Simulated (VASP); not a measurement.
# Hf (Im-3m) in VASP: notebook

One crystal, Hf, is run at these levels: r2SCAN; tasks: single point.

Program: VASP 6.6.1. These are calculated values, not measurements. Logs are shortened: lines on timing, memory, paths and dates and some standing lists are left out, and cuts for length are marked.

### Step 1. Starting point

The structure is cubic, space group Im-3m (No. 229). Conventional cell: a = 3.610 Å, b = 3.610 Å, c = 3.610 Å, α = 90.00°, β = 90.00°, γ = 90.00°. Around Hf (site symmetry m-3m) lie 8 Hf at 3.13 Å.

This isn't the form of Hf at room conditions, which is hcp.

### Step 2. Single point, r2SCAN

Contents of INCAR:

```
SYSTEM = Hf
ADDGRID = .False.
ALGO = Normal
EDIFF = 1E-7
ENCUT = 400
ISIF = 2
ISMEAR = 1
LASPH = .True.
LCHARG = .False.
LMIXTAU = .True.
LREAL = .False.
LWAVE = .False.
METAGGA = R2SCAN
NELM = 100
PREC = Accurate
SIGMA = 0.05
```

Contents of KPOINTS:

```
k-points
0
Gamma
  16 16 16
  0 0 0
```

Contents of POSCAR:

```
Hf
1.0
   -1.8050000000      1.8050000000      1.8050000000
    1.8050000000     -1.8050000000      1.8050000000
    1.8050000000      1.8050000000     -1.8050000000
Hf
1
Direct
    0.0000000000      0.0000000000      0.0000000000
```

Potentials or basis: VASP PAW PBE potentials, release 64 (Hf).

The run is started by

```console
$ cat potpaw_PBE.64/Hf/POTCAR > POTCAR
$ mpirun -np 1 vasp_std > vasp.out
```

OUTCAR:

```text
SYSTEM = Hf
   EDIFF = 1E-7
   ENCUT = 400
   ISIF = 2
   ISMEAR = 1
   LASPH = .True.
   LREAL = .False.
   METAGGA = R2SCAN
   NELM = 100
   PREC = Accurate

 Found    145 irreducible k-points:

 Following reciprocal coordinates:
            Coordinates               Weight
  0.000000  0.000000  0.000000      1.000000
  0.062500  0.000000  0.000000     12.000000
  0.125000  0.000000  0.000000     12.000000
  0.187500  0.000000  0.000000     12.000000
  0.250000  0.000000  0.000000     12.000000
  0.312500  0.000000  0.000000     12.000000
   k-points           NKPTS =    145   k-points in BZ     NKDIM =    145   number of bands    NBANDS=      6
   number of dos      NEDOS =    301   number of ions     NIONS =      1
   total plane-waves  NPLWV =   8000
   dimension x,y,z NGX =    20 NGY =   20 NGZ =   20
   dimension x,y,z NGXF=    40 NGYF=   40 NGZF=   40
   ions per type =               1
   NGX,Y,Z   is equivalent  to a cutoff of  10.64, 10.64, 10.64 a.u.
   NGXF,Y,Z  is equivalent  to a cutoff of  21.27, 21.27, 21.27 a.u.
 SYSTEM =  Hf
   PREC   = accura    normal or accurate (medium, high low for compatibility)
   ISTART =      0    job   : 0-new  1-cont  2-samecut
   ICHARG =      2    charge: 1-file 2-atom 10-const
   ISPIN  =      1    spin polarized calculation?
   LNONCOLLINEAR =      F non collinear calculations
   LSORBIT =      F    spin-orbit coupling
   LASPH  =      T    aspherical Exc in radial PAW
   ENCUT  =  400.0 eV  29.40 Ry    5.42 a.u.   5.10  5.10  5.10*2*pi/ulx,y,z
   NELM   =    100;   NELMIN=  2; NELMDL= -5     # of ELM steps
   EDIFF  = 0.1E-06   stopping-criterion for ELM
   LREAL  =      F    real-space projection
   EDIFFG = 0.1E-05   stopping-criterion for IOM
   NSW    =      0    number of steps for IOM
   IBRION =     -1    ionic relax: 0-MD 1-quasi-New 2-CG
   NFREE  =      0    steps in history (QN), initial steepest desc. (CG)
   ISIF   =      2    stress and relaxation
   ISYM   =      2    0-nonsym 1-usesym 2-fastsym
   POTIM  = 0.5000    time-step for ionic-motion
   TEBEG  =    0.0;   TEEND  =   0.0 temperature during run
   PSTRESS=    0.0 pullay stress
   NELECT =       4.0000    total number of electrons
   NUPDOWN=      -1.0000    fix difference up-down
   EMIN   =  10.00;   EMAX   =-10.00  energy-range for DOS
   EFERMI =   0.00;   METHOD = LEGACY
   ISMEAR =     1;   SIGMA  =   0.05  broadening in eV -4-tet -1-fermi 0-gaus
   EFERMI_NEDOS =   21; number of points for ismear=-14 and -15
   IALGO  =     38    algorithm
   IMIX   =      4    mixing-type and parameters
     AMIX     =   0.40;   BMIX     =  1.00
     AMIX_MAG =   1.60;   BMIX_MAG =  1.00
  volume/ion in A,a.u.               =      23.52       158.74
  Fermi-wavevector in a.u.,A,eV,Ry     =   0.906980  1.713943 11.192321  0.822612
  Thomas-Fermi vector in A             =   2.030732
   LORBIT       =      0    0 simple, 1 ext, 2 COOP (PROOUT), +10 PAW based schemes
   METAGGA = R2SCAN    functional components
   LHFCALC =     F    Hartree Fock is set to
   AEXX    =    0.0000 exact exchange contribution
   IVDW    =     0    specifies the selected vdW correction
   LEPSILON=     F    determine dielectric tensor
   LRPA    =     F    only Hartree local field effects (RPA)
 non-spin polarized calculation
 Methfessel and Paxton  Order N= 1 SIGMA  =   0.05
  energy-cutoff  :      400.00
  volume of cell :       23.52
 maximum number of plane-waves:       440
   NGX = 11   NGY = 11   NGZ = 11

 number of electron       4.0000000 magnetization

 Free energy of the ion-electron system (eV)
  ---------------------------------------------------
  ext. energy  EPLUGINS =         0.00000000
  ---------------------------------------------------
  free energy    TOTEN  =       -44.86811146 eV

  energy without entropy =      -44.86808167  energy(sigma->0) =      -44.86810153

 E-fermi :   4.4118     XC(G=0): -11.4421

 val. band max:        4.4068831779   @ k =   0.1250   0.1250   0.1250
 cond. band min:       4.4203929638   @ k =   0.2500   0.2500   0.0000
 fundamental gap:      0.0135097859
 Fermi energy:         4.4118394716

 k-point     1 :       0.0000    0.0000    0.0000
  band No.  band energies     occupation
      1      -2.7577      2.00000
      2       6.0973      0.00000
      3       6.0973      0.00000
      4       6.0973      0.00000
      5       8.7442      0.00000
      6       8.7442      0.00000

 k-point     2 :       0.0625    0.0000    0.0000
  band No.  band energies     occupation
      1      -2.6178      2.00000
      2       5.9960      0.00000
      3       6.0556      0.00000
      4       6.2331      0.00000
      5       8.5839      0.00000
      6       8.7425      0.00000

 k-point     3 :       0.1250    0.0000    0.0000
  band No.  band energies     occupation
      1      -2.2101      2.00000
      2       5.7235      0.00000
      3       5.8776      0.00000
      4       6.6358      0.00000
      5       8.2887      0.00000
      6       8.7484      0.00000

 k-point     4 :       0.1875    0.0000    0.0000
  band No.  band energies     occupation
      1      -1.5732      2.00000
      2       5.3528     -0.00000
      3       5.4997      0.00000
      4       7.2907      0.00000
      5       8.1625      0.00000
      6       8.7881      0.00000

 k-point     5 :       0.2500    0.0000    0.0000
  band No.  band energies     occupation
      1      -0.7824      2.00000
      2       4.9601     -0.00000
      3       5.0358     -0.00000
      4       8.1702      0.00000
      5       8.2650      0.00000
      6       8.8860      0.00000

 k-point     6 :       0.3125    0.0000    0.0000
  band No.  band energies     occupation
      1       0.0308      2.00000
      2       4.6051     -0.00000
      3       4.7105     -0.00000
      4       8.4685      0.00000
      5       9.0493      0.00000
      6       9.2250      0.00000

 [... further k-points ...]

------------------------ aborting loop because EDIFF is reached ----------------------------------------

  FORCE on cell =-STRESS in cart. coord.  units (eV):
  Direction    XX          YY          ZZ          XY          YZ          ZX
  --------------------------------------------------------------------------------------
  -------------------------------------------------------------------------------------
  Total       -1.1514600     -1.1514600     -1.1514600      0.0000000      0.0000000      0.0000000
  in kB      -78.4274010    -78.4274010    -78.4274010      0.0000000      0.0000000      0.0000000
  external PRESSURE =     -78.4274010 kB  Pullay stress =       0.0000000 kB

 VOLUME and BASIS-vectors are now :
 -----------------------------------------------------------------------------
  energy-cutoff  :      400.00
  volume of cell :       23.52
      direct lattice vectors                 reciprocal lattice vectors
    -1.805000000  1.805000000  1.805000000     0.000000000  0.277008310  0.277008310
     1.805000000 -1.805000000  1.805000000     0.277008310  0.000000000  0.277008310
     1.805000000  1.805000000 -1.805000000     0.277008310  0.277008310  0.000000000

 POSITION                                       TOTAL-FORCE (eV/Angst)
 -----------------------------------------------------------------------------------
      0.00000      0.00000      0.00000         0.000000     -0.000000     -0.000000
 -----------------------------------------------------------------------------------
    total drift:                                0.000000      0.000000     -0.000000

  FREE ENERGIE OF THE ION-ELECTRON SYSTEM (eV)
  ---------------------------------------------------
  free  energy   TOTEN  =       -44.8681114567 eV

  energy  without entropy=      -44.8680816674  energy(sigma->0) =      -44.86810153
```

It took 62 s on 1 thread of Intel Xeon Platinum 8488C (Sapphire Rapids), shared host; peak memory 0.13 GiB.

These settings aren't checked as converged: the numbers below hold their error.

What came out:

* Free energy: -44.8681 eV
* Pressure: -7.8 GPa
* Band gap on the k mesh: none (metal or under the smearing width)

Caveat: the PAW data sets were made with another functional, which shifts forces and pressure a little.

### Step 3. Single point, r2SCAN

Changes to INCAR since step 2:

```diff
@@ -15,2 +15,2 @@
 PREC = Accurate
-SIGMA = 0.05
+SIGMA = 0.02
```

KPOINTS is that of step 2.

POSCAR is that of step 2.

Potentials or basis: VASP PAW PBE potentials, release 64 (Hf).

The run is started by

```console
$ cat potpaw_PBE.64/Hf/POTCAR > POTCAR
$ mpirun -np 1 vasp_std > vasp.out
```

Wall time 64 s (1 thread of Intel Xeon Platinum 8488C (Sapphire Rapids), shared host); peak memory 0.13 GiB.

The run converged, but some of its settings lie outside the range that counts as converged, so its numbers aren't taken as properties of the crystal.

What came out:

| Property | Result |
| --- | --- |
| Free energy | -44.8682 eV |
| Pressure | -7.9 GPa |
| Band gap on the k mesh | none (metal or under the smearing width) |

Caveat: the PAW data sets were made with another functional, which shifts forces and pressure a little.

### Step 4. Single point, r2SCAN

Changes to INCAR since step 3:

```diff
@@ -6,3 +6,3 @@
 ISIF = 2
-ISMEAR = 1
+ISMEAR = -5
 LASPH = .True.
@@ -15,2 +15,2 @@
 PREC = Accurate
-SIGMA = 0.02
+SIGMA = 0.15
```

KPOINTS is that of step 3.

POSCAR is that of step 3.

The run is started by

```console
$ cat potpaw_PBE.64/Hf/POTCAR > POTCAR
$ mpirun -np 1 vasp_std > vasp.out
```

Wall time 47 s (1 thread of Intel Xeon Platinum 8488C (Sapphire Rapids), shared host); peak memory 0.14 GiB.

The run converged, but some of its settings lie outside the range that counts as converged, so its numbers aren't taken as properties of the crystal.

Results:

```
Free energy            : -44.8684 eV
Pressure               : -7.8 GPa
Band gap on the k mesh : none (metal or under the smearing width)
```

Caveat: the PAW data sets were made with another functional, which shifts forces and pressure a little; tetrahedron occupations give inexact forces and stress in metals.

### Step 5. The reference run

An earlier run on the cell as given: functional PBE; potentials or basis VASP PAW PBE potentials, release 64 (Hf_pv); cutoff 520 eV; k mesh 10 × 10 × 10; occupations fermi-dirac, width 0.05 eV; no spin polarisation.

- Pressure: -5.3 GPa
- Band gap on the k mesh: none (metal or under the smearing width)
